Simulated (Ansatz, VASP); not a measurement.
Ti: VASP beside Ansatz

```
Ti
1.0
     2.59424    0.00000    0.00000
     0.00000    2.59424    0.00000
     0.00000    0.00000    2.59424
Ti
1
Direct
  0.00000 0.00000 0.00000
```

Alike in both runs: functional PBEsol; k mesh 22 × 22 × 22; occupations gaussian, width 0.1 eV; no spin polarisation.

Ansatz relaxed the structure, and its values are those at the end. VASP's run is a single point on that final structure, the one shown.

|  | VASP | Ansatz |
| --- | --- | --- |
| version | VASP 6.6.1 | Ansatz 0.2.0 |
| potentials or method | VASP PAW PBE potentials, release 64 (Ti_sv) | scalar-relativistic, plane waves, PAW |
| plane-wave cutoff (eV) | 520 | 420 |
| valence electrons in the cell | 12 | 12 |

```csv
,VASP,Ansatz,Ansatz less VASP
gap on the k mesh at the Fermi level (eV),none,none,-
pressure (GPa),-0.1,0.0,+0.12
```

A gap of «none» marks a metal or a gap that the smearing closes. The functional is the same, so the differences come from potentials, cutoffs and numerics.

Caveats: the PAW data sets were made with another functional, which shifts forces and pressure a little (VASP).
